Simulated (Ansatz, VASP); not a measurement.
**MgS: VASP beside Ansatz**

The input INCAR:

```
PREC     = Accurate       # precision mode
ENCUT    = 520            # plane-wave cutoff, eV
EDIFF    = 1E-7           # SCF threshold, eV
ISMEAR   = 0              # smearing method
SIGMA    = 0.05           # smearing width, eV
LREAL    = False          # projectors in reciprocal space
LASPH    = True           # aspherical terms in the spheres
NELM     = 60             # most SCF steps
ALGO     = Fast           # electronic algorithm
ISIF     = 2              # what is computed and relaxed
LWAVE    = False          # write WAVECAR
LCHARG   = False          # write CHGCAR
GGA      = PS             # functional
NBANDS   = 16             # bands
```

Contents of KPOINTS:

```
regular mesh
0
Gamma
  6 6 4
```

File POSCAR:

```
MgS
1.0
    3.7118526143      0.0000000000      0.0000000000
   -1.8559263071      3.2145586591      0.0000000000
    0.0000000000      0.0000000000      6.9468777144
Mg S
2 2
Direct
    0.6666666667      0.3333333333      0.4957548500
    0.3333333333      0.6666666667      0.9957548500
    0.3333333333      0.6666666667      0.3792441500
    0.6666666667      0.3333333333      0.8792441500
```

Input for Ansatz:

```yaml
crystal:
  lattice:
    - [3.7118526143, 0.0, 0.0]
    - [-1.8559263071, 3.2145586591, 0.0]
    - [0.0, 0.0, 6.9468777144]
  atoms:
    - { symbol: Mg, position: [0.6666666667, 0.3333333333, 0.49575485] }
    - { symbol: Mg, position: [0.3333333333, 0.6666666667, 0.99575485] }
    - { symbol: S, position: [0.3333333333, 0.6666666667, 0.37924415] }
    - { symbol: S, position: [0.6666666667, 0.3333333333, 0.87924415] }
basis:
  ecutwfc: 420
kpoints:
  mp_grid: { grid: [6, 6, 4] }
hamiltonian:
  xc: pbesol
scf:
  occupations: { method: gaussian, width: 0.05 }
output:
  forces: true
  stress: true
  eigenvalues: true
```

Change from the starting cell: strain -0.080 along x and y, +0.080 along z, atoms carried along.

Alike in both runs: task single point; functional PBEsol; k mesh 6 × 6 × 4; occupations gaussian, width 0.05 eV; no spin polarisation.

|  | VASP | Ansatz |
| --- | --- | --- |
| version | VASP 6.6.1 | Ansatz 0.2.0 |
| potentials or method | VASP PAW PBE potentials, release 64 (Mg, S) | scalar-relativistic, plane waves, PAW |
| plane-wave cutoff (eV) | 520 | 420 |
| valence electrons in the cell | 16 | 32 |

```csv
,VASP,Ansatz,Ansatz less VASP
gap on the k mesh at the Fermi level (eV),3.30,3.30,0.000
least direct gap on the mesh (eV),3.30,3.30,0.000
pressure (GPa),8.6,8.6,-0.01
largest component of the traceless stress (GPa),11.94,11.86,-0.078
rms of the force components (eV/Å),0.704,0.699,-0.0053
```

Atom by atom the forces differ by 0.005 eV/Å (rms over components). The two sets of potentials don't hold the same shells in valence.

Caveats: the PAW data sets were made with another functional, which shifts forces and pressure a little (VASP).
